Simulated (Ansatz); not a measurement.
FeO: do energies and stresses tell the same story?

Method: DFT PBE, scalar-relativistic, plane waves, PAW (Ansatz 0.2.0).

Cutoff 420 eV; k points 18×18×18 on the computed 2-atom cell (Γ-centred); Gaussian smearing, width 0.10 eV; collinear spin from starting moments 3.79 0.35 μB.

Relaxed cell: Fm-3m, a = 4.309 Å, b = 4.309 Å, c = 4.309 Å, α = 90.00°, β = 90.00°, γ = 90.00°, 2 atoms in the primitive cell.

Energies at zero smearing and pressures from the stress tensor, at volumes with shape and atoms relaxed:
| V (Å³/atom) | E − E(first) (meV/atom) | P (GPa) |
| --- | --- | --- |
| 9.399 | 0.00 | 13.19 |
| 9.699 | -17.73 | 6.05 |
| 9.999 | -23.16 | 0.00 |
| 10.299 | -18.14 | -5.12 |
| 10.599 | -4.32 | -9.43 |

**Question.** Check P = −dE/dV between neighbouring volumes, and get the bulk modulus from the pressures alone.

**Answer.** With 1 eV/Å³ = 160.2 GPa:
```json
{"middle V (Å³/atom)": "9.549", "−ΔE/ΔV (GPa)": "9.469", "mean P (GPa)": "9.619"}
{"middle V (Å³/atom)": "9.849", "−ΔE/ΔV (GPa)": "2.903", "mean P (GPa)": "3.026"}
{"middle V (Å³/atom)": "10.149", "−ΔE/ΔV (GPa)": "-2.681", "mean P (GPa)": "-2.559"}
{"middle V (Å³/atom)": "10.449", "−ΔE/ΔV (GPa)": "-7.385", "mean P (GPa)": "-7.273"}
```

The two differ by 0.15 GPa at most. The mean of two end pressures misses the average over a step by about ΔV² P″/12, up to 0.10 GPa here; with that taken off 0.05 GPa remains. The stress is the derivative of the free energy, not of the energy at zero smearing, and with free energies 0.01 GPa remains. Around V = 9.999 Å³/atom, the two neighbours give B = −V ΔP/ΔV = 9.999 × 11.17 / 0.600 = 186.2 GPa, against B0 = 185.4 GPa from the Birch–Murnaghan fit of the energies.

The cell holds one magnetic atom, so it can only be ferromagnetic; an antiferromagnetic order may lie lower.

Only this magnetic start was tried.